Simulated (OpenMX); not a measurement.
ZnO (zincite):

```xyz
4
Lattice="3.2493 0.0000 0.0000 -1.6247 2.8140 0.0000 0.0000 0.0000 5.2057" Properties=species:S:1:pos:R:3 pbc="T T T"
Zn    1.6247    0.9380    0.0000
Zn    0.0000    1.8760    2.6029
O     0.0000    1.8760    4.5759
O     1.6247    0.9380    1.9730
```

Base run:

| Item | Value |
| --- | --- |
| Program | OpenMX 3.8.5 |
| Functional | LDA |
| Potentials or basis | OpenMX 2013 LDA set, Zn6.0H-s3p2d2, O6.0-s2p2d1, grid cutoff 500 Ry |
| k mesh | 7 × 7 × 5 |
| Occupations | fermi-dirac, width 0.05 eV |
| Spin | no spin polarisation |

Its results: band gap on the k mesh 1.20 eV, direct; pressure -5.8 GPa; largest force 0.034 eV/Å.

**Question.** The run is repeated on the same cell with these changes: functional from LDA to PBE; potentials or basis from OpenMX 2013 LDA set, Zn6.0H-s3p2d2, O6.0-s2p2d1, grid cutoff 500 Ry to OpenMX 2013 PBE set, Zn6.0H-s3p2d2, O6.0-s2p2d1, grid cutoff 500 Ry. What comes out?

**Answer.** Band gap on the k mesh 1.26 eV, direct; pressure 7.1 GPa; largest force 0.043 eV/Å.

Caveats: the basis of atomic orbitals isn't converged, which shifts pressures, moduli and gaps.
